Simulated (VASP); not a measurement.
# GdN (Fm-3m) in VASP: notebook

The runs below take GdN through single point, with PBE+U.

Everything below comes from runs of VASP 6.6.1. Logs are shortened: lines on timing, memory, paths and dates and some standing lists are left out, and cuts for length are marked.

**1. The structure**

The structure is cubic, space group Fm-3m (No. 225). The conventional cell has a = 5.070 Å, b = 5.070 Å, c = 5.070 Å, α = 90.00°, β = 90.00°, γ = 90.00°. Gd (site symmetry m-3m) is surrounded by 6 N at 2.54 Å. Around N (site symmetry m-3m) lie 6 Gd at 2.54 Å.

The cell comes from a database or a generator and needn't be the stable form of this composition.

**2. Single point, PBE+U, collinear spin, ferromagnetic start**

File INCAR:

```
SYSTEM = GdN
PREC = Accurate
ENCUT = 520
EDIFF = 1E-6
ISMEAR = -1
SIGMA = 0.05
LREAL = .FALSE.
LASPH = .TRUE.
NELM = 300
ALGO = All
ISIF = 2
LWAVE = .FALSE.
LCHARG = .FALSE.
ISPIN = 2
MAGMOM = 7 7 0 0
LORBIT = 11
LMAXMIX = 6
LDAU = .TRUE.
LDAUTYPE = 2
LDAUL = 3 -1
LDAUU = 6 0
LDAUJ = 0 0
LDAUPRINT = 1
GGA = PE
NBANDS = 35
```

File KPOINTS:

```
regular mesh
0
G
  7 7 7
  0 0 0
```

File POSCAR:

```
GdN
1.0
    2.5350000000      2.5350000000      5.0700000000
    5.0700000000      2.5350000000      2.5350000000
    2.5350000000      5.0700000000      2.5350000000
Gd N
2 2
Direct
    0.0000000000      0.0000000000      0.0000000000
    0.5000000000      0.5000000000      0.5000000000
    0.2500000000      0.2500000000      0.2500000000
    0.7500000000      0.7500000000      0.7500000000
```

Potentials or basis: VASP PAW PBE potentials, release 64 (Gd, N).

Started as:

```sh
$ cat potpaw_PBE.64/Gd/POTCAR potpaw_PBE.64/N/POTCAR > POTCAR
$ mpirun -np 1 vasp_std > vasp.out
```

OUTCAR:

```text
SYSTEM = GdN
   PREC = Accurate
   ENCUT = 520
   EDIFF = 1E-6
   ISMEAR = -1
   LREAL = .FALSE.
   LASPH = .TRUE.
   NELM = 300
   ISIF = 2
   ISPIN = 2
   LORBIT = 11
   GGA = PE

 ion  position               nearest neighbor table
   1  0.000  0.000  0.000-   4 2.54   4 2.54   4 2.54   3 2.54   3 2.54   3 2.54
   2  0.500  0.500  0.500-   3 2.54   3 2.54   3 2.54   4 2.54   4 2.54   4 2.54
   3  0.250  0.250  0.250-   1 2.54   1 2.54   1 2.54   2 2.54   2 2.54   2 2.54
   4  0.750  0.750  0.750-   2 2.54   2 2.54   2 2.54   1 2.54   1 2.54   1 2.54

  LATTYP: Found a trigonal (rhomboedric) cell.
 ALAT       =     6.2094564980
 COS(alpha) =     0.8333333333

  Lattice vectors:

 A1 = (   2.5350000000,   2.5350000000,   5.0700000000)
 A2 = (   5.0700000000,   2.5350000000,   2.5350000000)
 A3 = (   2.5350000000,   5.0700000000,   2.5350000000)

Analysis of symmetry for initial positions (statically):
=====================================================================
 Subroutine PRICEL returns following result:

  LATTYP: Found a face centered cubic cell.
 ALAT       =     5.0700000000
[... 12 lines left out ...]
 Subroutine GETGRP returns: Found 12 space group operations
 (whereof 12 operations were pure point group operations)
 out of a pool of 12 trial point group operations.

The static configuration has the point symmetry D_3d.

Analysis of symmetry for dynamics (positions and initial velocities):
=====================================================================
 Subroutine PRICEL returns following result:

  LATTYP: Found a face centered cubic cell.
 ALAT       =     5.0700000000
[... 12 lines left out ...]
 Subroutine GETGRP returns: Found 12 space group operations
 (whereof 12 operations were pure point group operations)
 out of a pool of 12 trial point group operations.

The dynamic configuration has the point symmetry D_3d.

Analysis of structural, dynamic, and magnetic symmetry:
=====================================================================
 Subroutine PRICEL returns following result:

  LATTYP: Found a face centered cubic cell.
 ALAT       =     5.0700000000
[... 12 lines left out ...]
 Subroutine GETGRP returns: Found 12 space group operations
 (whereof 12 operations were pure point group operations)
 out of a pool of 12 trial point group operations.

The overall configuration has the point symmetry D_3d.

 Subroutine INISYM returns: Found 12 space group operations
 (whereof 12 operations are pure point group operations),
 and found     2 'primitive' translations

----------------------------------------------------------------------------------------

                                     Primitive cell

  volume of cell :      32.5810
[... 169 lines left out ...]
  o =  0.9927  v =  0.6346 -0.0000  0.4891  0.2645 -0.3225  0.0097  0.4290  0.0000  0.0000  0.0000  0.0000  0.0000  0.0000  0.0000      0.0000  0.0000  0.0000  0.0000  0.0000  0.0000  0.0000  0.0000  0.0000  0.0000  0.0000  0.0000  0.0000  0.0000
  o =  0.9927  v =  0.4564  0.0003  0.3536 -0.5774  0.3536  0.0000 -0.4564  0.0000  0.0000  0.0000  0.0000  0.0000  0.0000  0.0000      0.0000  0.0000  0.0000  0.0000  0.0000  0.0000  0.0000  0.0000  0.0000  0.0000  0.0000  0.0000  0.0000  0.0000

atom =   2  type =  1  l = 3

 onsite density matrix

spin component  1

  0.9919  0.0000  0.0010 -0.0000  0.0000  0.0000  0.0000
  0.0000  0.9895  0.0000 -0.0000  0.0000 -0.0000 -0.0000
  0.0010  0.0000  0.9914  0.0000  0.0000  0.0000 -0.0000
 -0.0000 -0.0000  0.0000  0.9927  0.0000 -0.0000  0.0000
  0.0000  0.0000  0.0000  0.0000  0.9914 -0.0000 -0.0010
  0.0000 -0.0000  0.0000 -0.0000 -0.0000  0.9907  0.0000
  0.0000 -0.0000 -0.0000  0.0000 -0.0010  0.0000  0.9919

spin component  2

  0.0071  0.0000  0.0030  0.0000 -0.0000  0.0000  0.0000
  0.0000  0.0003  0.0000 -0.0000  0.0000 -0.0000 -0.0000
  0.0030  0.0000  0.0055  0.0000 -0.0000  0.0000  0.0000
  0.0000 -0.0000  0.0000  0.0094  0.0000 -0.0000 -0.0000
 -0.0000  0.0000 -0.0000  0.0000  0.0055 -0.0000 -0.0030
  0.0000 -0.0000  0.0000 -0.0000 -0.0000  0.0032  0.0000
  0.0000 -0.0000  0.0000 -0.0000 -0.0030  0.0000  0.0071

 occupancies and eigenvectors

  o =  0.0003  v =  0.0000  0.0000  0.0000  0.0000  0.0000  0.0000  0.0000 -0.0000  1.0000 -0.0000  0.0000 -0.0000  0.0000  0.0000      0.0000  0.0000  0.0000  0.0000  0.0000  0.0000  0.0000  0.0000  0.0000  0.0000  0.0000  0.0000  0.0000  0.0000
  o =  0.0032  v =  0.0000  0.0000  0.0000  0.0000  0.0000  0.0000  0.0000 -0.3747 -0.0000  0.4825 -0.0011  0.6122  0.1637  0.4746      0.0000  0.0000  0.0000  0.0000  0.0000  0.0000  0.0000  0.0000  0.0000  0.0000  0.0000  0.0000  0.0000  0.0000
  o =  0.0032  v =  0.0000  0.0000  0.0000  0.0000  0.0000  0.0000  0.0000  0.3311 -0.0000 -0.4288  0.0002  0.2047  0.7999  0.1572      0.0000  0.0000  0.0000  0.0000  0.0000  0.0000  0.0000  0.0000  0.0000  0.0000  0.0000  0.0000  0.0000  0.0000
  o =  0.0032  v =  0.0000  0.0000  0.0000  0.0000  0.0000  0.0000  0.0000  0.3536  0.0000 -0.4564  0.0000  0.4564 -0.5774  0.3536      0.0000  0.0000  0.0000  0.0000  0.0000  0.0000  0.0000  0.0000  0.0000  0.0000  0.0000  0.0000  0.0000  0.0000
  o =  0.0094  v =  0.0000  0.0000  0.0000  0.0000  0.0000  0.0000  0.0000 -0.4564 -0.0001 -0.3536  0.5774 -0.3536  0.0000  0.4564      0.0000  0.0000  0.0000  0.0000  0.0000  0.0000  0.0000  0.0000  0.0000  0.0000  0.0000  0.0000  0.0000  0.0000
  o =  0.0094  v =  0.0000  0.0000  0.0000  0.0000  0.0000  0.0000  0.0000 -0.3916 -0.0000 -0.3022  0.3152  0.4958 -0.0010 -0.6404      0.0000  0.0000  0.0000  0.0000  0.0000  0.0000  0.0000  0.0000  0.0000  0.0000  0.0000  0.0000  0.0000  0.0000
  o =  0.0094  v =  0.0000  0.0000  0.0000  0.0000  0.0000  0.0000  0.0000 -0.5131  0.0000 -0.3983 -0.7532 -0.0643 -0.0004  0.0812      0.0000  0.0000  0.0000  0.0000  0.0000  0.0000  0.0000  0.0000  0.0000  0.0000  0.0000  0.0000  0.0000  0.0000
  o =  0.9895  v =  0.0001 -1.0000  0.0001 -0.0002  0.0001 -0.0000 -0.0001  0.0000  0.0000  0.0000  0.0000  0.0000  0.0000  0.0000      0.0000  0.0000  0.0000  0.0000  0.0000  0.0000  0.0000  0.0000  0.0000  0.0000  0.0000  0.0000  0.0000  0.0000
  o =  0.9906  v = -0.1239  0.0000  0.1762  0.0026 -0.4586 -0.7896 -0.3460  0.0000  0.0000  0.0000  0.0000  0.0000  0.0000  0.0000      0.0000  0.0000  0.0000  0.0000  0.0000  0.0000  0.0000  0.0000  0.0000  0.0000  0.0000  0.0000  0.0000  0.0000
  o =  0.9906  v =  0.4844 -0.0000 -0.6210  0.0099 -0.4542  0.2075 -0.3610  0.0000  0.0000  0.0000  0.0000  0.0000  0.0000  0.0000      0.0000  0.0000  0.0000  0.0000  0.0000  0.0000  0.0000  0.0000  0.0000  0.0000  0.0000  0.0000  0.0000  0.0000
  o =  0.9907  v = -0.3536  0.0000  0.4564 -0.0000 -0.4564  0.5774 -0.3536  0.0000  0.0000  0.0000  0.0000  0.0000  0.0000  0.0000      0.0000  0.0000  0.0000  0.0000  0.0000  0.0000  0.0000  0.0000  0.0000  0.0000  0.0000  0.0000  0.0000  0.0000
  o =  0.9927  v =  0.0226 -0.0000  0.0045 -0.6965 -0.4430  0.0054  0.5639  0.0000  0.0000  0.0000  0.0000  0.0000  0.0000  0.0000      0.0000  0.0000  0.0000  0.0000  0.0000  0.0000  0.0000  0.0000  0.0000  0.0000  0.0000  0.0000  0.0000  0.0000
  o =  0.9927  v =  0.6451 -0.0000  0.5000  0.4259 -0.2319  0.0088  0.3141  0.0000  0.0000  0.0000  0.0000  0.0000  0.0000  0.0000      0.0000  0.0000  0.0000  0.0000  0.0000  0.0000  0.0000  0.0000  0.0000  0.0000  0.0000  0.0000  0.0000  0.0000
  o =  0.9927  v = -0.4564 -0.0003 -0.3536  0.5774 -0.3536 -0.0000  0.4564  0.0000  0.0000  0.0000  0.0000  0.0000  0.0000  0.0000      0.0000  0.0000  0.0000  0.0000  0.0000  0.0000  0.0000  0.0000  0.0000  0.0000  0.0000  0.0000  0.0000  0.0000

 number of electron      46.0000006 magnetization      14.0000345

 Free energy of the ion-electron system (eV)
  ---------------------------------------------------
  ext. energy  EPLUGINS =         0.00000000
  ---------------------------------------------------
  free energy    TOTEN  =       -45.58403088 eV

  energy without entropy =      -45.58280695  energy(sigma->0) =      -45.58341892

 E-fermi :   3.4868     XC(G=0): -11.3180

 val. band max:        3.4761735923   @ k =   0.1429   0.1429   0.1429
 cond. band min:       3.6832815851   @ k =   0.0000   0.0000   0.0000
 fundamental gap:      0.2071079928
 Fermi energy:         3.4867722513

 spin component 1

 k-point     1 :       0.0000    0.0000    0.0000
  band No.  band energies     occupation
      1     -40.3810      1.00000
      2     -40.3089      1.00000
      3     -18.3512      1.00000
      4     -17.4820      1.00000
      5     -17.4820      1.00000
      6     -17.4022      1.00000
[... 1817 lines left out ...]
     34       9.4937      0.00000
     35       9.6674      0.00000

 [... further k-points ...]
[... 5 lines left out ...]
  --------------------------------------------------------------------------------------
  -------------------------------------------------------------------------------------
  Total       -2.1523833     -2.1523833     -2.1523833     -0.0068647     -0.0068647     -0.0068647
  in kB      -52.9220085    -52.9220085    -52.9220085     -0.1687866     -0.1687866     -0.1687866
  external PRESSURE =     -52.9220085 kB  Pullay stress =       0.0000000 kB

 VOLUME and BASIS-vectors are now :
 -----------------------------------------------------------------------------
  energy-cutoff  :      520.00
  volume of cell :       65.16
      direct lattice vectors                 reciprocal lattice vectors
     2.535000000  2.535000000  5.070000000    -0.098619329 -0.098619329  0.295857988
     5.070000000  2.535000000  2.535000000     0.295857988 -0.098619329 -0.098619329
     2.535000000  5.070000000  2.535000000    -0.098619329  0.295857988 -0.098619329

 POSITION                                       TOTAL-FORCE (eV/Angst)
 -----------------------------------------------------------------------------------
      0.00000      0.00000      0.00000         0.000000     -0.000000      0.000000
      5.07000      5.07000      5.07000        -0.000000      0.000000     -0.000000
      2.53500      2.53500      2.53500        -0.000000     -0.000000      0.000000
      7.60500      7.60500      7.60500        -0.000000      0.000000     -0.000000
 -----------------------------------------------------------------------------------
    total drift:                               -0.000000     -0.000000      0.000000

  FREE ENERGIE OF THE ION-ELECTRON SYSTEM (eV)
  ---------------------------------------------------
  free  energy   TOTEN  =       -45.5840308845 eV

  energy  without entropy=      -45.5828072344  energy(sigma->0) =      -45.58341906

 total charge

# of ion       s       p       d       f       tot
--------------------------------------------------
    1        2.032   5.659   0.514   6.971  15.176
    2        2.032   5.659   0.514   6.971  15.176
    3        1.246   2.365   0.000   0.000   3.611
    4        1.246   2.365   0.000   0.000   3.611
--------------------------------------------------
tot          6.557  16.049   1.027  13.941  37.574

 magnetization (x)

# of ion       s       p       d       f       tot
--------------------------------------------------
    1       -0.006  -0.087   0.069   6.897   6.872
    2       -0.006  -0.087   0.069   6.897   6.872
    3       -0.008  -0.103   0.000   0.000  -0.112
    4       -0.008  -0.103   0.000   0.000  -0.112
--------------------------------------------------
tot         -0.029  -0.380   0.137  13.793  13.521
```

It took 21 min on 1 thread of Intel Xeon Platinum 8488C (Sapphire Rapids), shared host; peak memory 0.66 GiB.

Results:

| Quantity | Value |
| --- | --- |
| Free energy | -45.5840 eV |
| Pressure | -5.3 GPa |
| Band gap on the k mesh | none (metal or under the smearing width) |
| Net moment | 14.00 μB per cell |
| Site moments | Gd +6.87; N -0.11 μB |
| Valence electrons inside the program's atomic spheres | Gd 15.18; N 3.61 |

Eigenvalues of the final occupation matrices:
```
    site  spin  trace                         eigenvalues
site 1 f     1   6.94  0.99 0.99 0.99 0.99 0.99 0.99 0.99
site 1 f     2   0.04  0.00 0.00 0.00 0.00 0.01 0.01 0.01
site 2 f     1   6.94  0.99 0.99 0.99 0.99 0.99 0.99 0.99
site 2 f     2   0.04  0.00 0.00 0.00 0.00 0.01 0.01 0.01
```

Caveat: spin-orbit coupling is left out, which moves the levels of the heavy elements.

**3. Single point, PBE+U, collinear spin, antiferromagnetic start**

INCAR, as its differences from that of step 2:

```diff
@@ -14,3 +14,3 @@
 ISPIN = 2
-MAGMOM = 7 7 0 0
+MAGMOM = 7 -7 0 0
 LORBIT = 11
```

KPOINTS is that of step 2.

POSCAR is that of step 2.

Potentials or basis: VASP PAW PBE potentials, release 64 (Gd, N).

Started as:

```sh
$ cat potpaw_PBE.64/Gd/POTCAR potpaw_PBE.64/N/POTCAR > POTCAR
$ mpirun -np 1 vasp_std > vasp.out
```

It took 20 min on 1 thread of Intel Xeon Platinum 8488C (Sapphire Rapids), shared host; peak memory 0.66 GiB.

The run converged. Its results:

* Free energy: -45.5732 eV
* Pressure: -5.1 GPa
* Band gap on the k mesh: 0.25 eV
* Net moment: 0.00 μB per cell
* Site moments: Gd +6.86, -6.86; N +0.00 μB
* Valence electrons inside the program's atomic spheres: Gd 15.18; N 3.61

Stress tensor (GPa, compression positive):
```
-5.12  0.05  0.05
 0.05 -5.12  0.05
 0.05  0.05 -5.12
```

Levels at points of the mesh, in eV from the valence-band top:
Spin up:
```
           k point  band 21  band 22  band 23  band 24  band 25  band 26
(0.00, 0.00, 0.00)    -0.01     0.00     0.00     2.99     2.99     3.00
```
Spin down:
```
           k point  band 19  band 20  band 21  band 22  band 23  band 24  band 25  band 26  band 27  band 28
(0.00, 0.00, 0.00)    -2.12    -2.12    -0.01     0.00     0.00     2.99     2.99     3.00     3.29     4.54
```

Eigenvalues of the final occupation matrices:
```tsv
site	spin	trace	eigenvalues
site 1 f	1	6.94	0.99 0.99 0.99 0.99 0.99 0.99 0.99
site 1 f	2	0.04	0.00 0.00 0.00 0.00 0.01 0.01 0.01
site 2 f	1	0.04	0.00 0.00 0.00 0.00 0.01 0.01 0.01
site 2 f	2	6.94	0.99 0.99 0.99 0.99 0.99 0.99 0.99
```

Caveat: spin-orbit coupling is left out, which moves the levels of the heavy elements; an odd mesh through Γ misses points on the zone boundary, where band edges often lie.
